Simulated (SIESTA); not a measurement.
The system is Ni.

```
Ni
1.0
     0.00000    1.73757    1.73757
     1.73757    0.00000    1.73757
     1.73757    1.73757    0.00000
Ni
1
Direct
  0.00000 0.00000 0.00000
```

Base run:

| Quantity | Value |
| --- | --- |
| Program | SIESTA 5.4.2 |
| Functional | LDA |
| Potentials or basis | PseudoDojo 0.4 standard (LDA files) |
| Basis | DZP (energy shift 0.003 Ry; two zetas on semicore shells) |
| Grid cutoff | 800 Ry |
| Energy shift | 0.003 Ry |
| k mesh | 13 × 13 × 13 |
| Occupations | fermi-dirac, width 0.05 eV |
| Spin | collinear spin, ferromagnetic start |
| Starting moments | [1.0] μB |

Its results: band gap on the k mesh none (metal or under the smearing width); pressure -10.6 GPa; net moment 0.62 μB per cell; site moments Ni +0.62 μB.

Q: The run is repeated on the same cell with these changes: functional from LDA to PBEsol; potentials or basis from PseudoDojo 0.4 standard (LDA files) to PseudoDojo 0.4 standard (PBEsol files). What comes out?

A: Band gap on the k mesh none (metal or under the smearing width); pressure -2.2 GPa; net moment 0.63 μB per cell; site moments Ni +0.63 μB.

Caveats: short orbitals over semicore shells can move pressures by several GPa; the basis of atomic orbitals isn't converged, which shifts pressures, moduli and gaps.

Not every run made on this cell is shown here.
